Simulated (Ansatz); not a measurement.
Cd: do energies and stresses tell the same story?

Level of theory: Ansatz, DFT PBE, scalar-relativistic, plane waves, PAW.

Cutoff 420 eV; k points 16×16×16 on the computed 1-atom cell (Γ-centred); Gaussian smearing, width 0.10 eV; no spin polarisation.

Relaxed cell: Im-3m, a = 3.600 Å, b = 3.600 Å, c = 3.600 Å, α = 90.00°, β = 90.00°, γ = 90.00°, 1 atom in the primitive cell. This bcc form isn't the element's structure at ambient conditions.

Energies at zero smearing and pressures from the stress tensor, at volumes with shape and atoms relaxed:
```csv
V (Å³/atom),E − E(first) (meV/atom),P (GPa)
20.528,0.00,7.27
21.228,-26.31,4.85
21.928,-43.07,2.90
22.628,-52.15,1.31
23.328,-54.92,0.00
24.027,-52.49,-1.05
24.727,-45.86,-1.87
25.660,-32.26,-2.65
```

Question: Check P = −dE/dV between neighbouring volumes, and get the bulk modulus from the pressures alone.

Answer: With 1 eV/Å³ = 160.2 GPa:
| middle V (Å³/atom) | −ΔE/ΔV (GPa) | mean P (GPa) |
| --- | --- | --- |
| 20.878 | 6.024 | 6.059 |
| 21.578 | 3.837 | 3.873 |
| 22.278 | 2.078 | 2.101 |
| 22.978 | 0.634 | 0.655 |
| 23.678 | -0.555 | -0.523 |
| 24.377 | -1.517 | -1.460 |
| 25.194 | -2.336 | -2.260 |

The two differ by 0.08 GPa at most. The mean of two end pressures misses the average over a step by about ΔV² P″/12, up to 0.04 GPa here; with that taken off 0.04 GPa remains. The stress is the derivative of the free energy, not of the energy at zero smearing, and with free energies 0.01 GPa remains. Around V = 23.328 Å³/atom, the two neighbours give B = −V ΔP/ΔV = 23.328 × 2.35 / 1.400 = 39.2 GPa, against B0 = 38.9 GPa from the Birch–Murnaghan fit of the energies.

Cost: 9 runs of about 0.52 core-minutes in all, on Arm Neoverse V2 (shared hosts).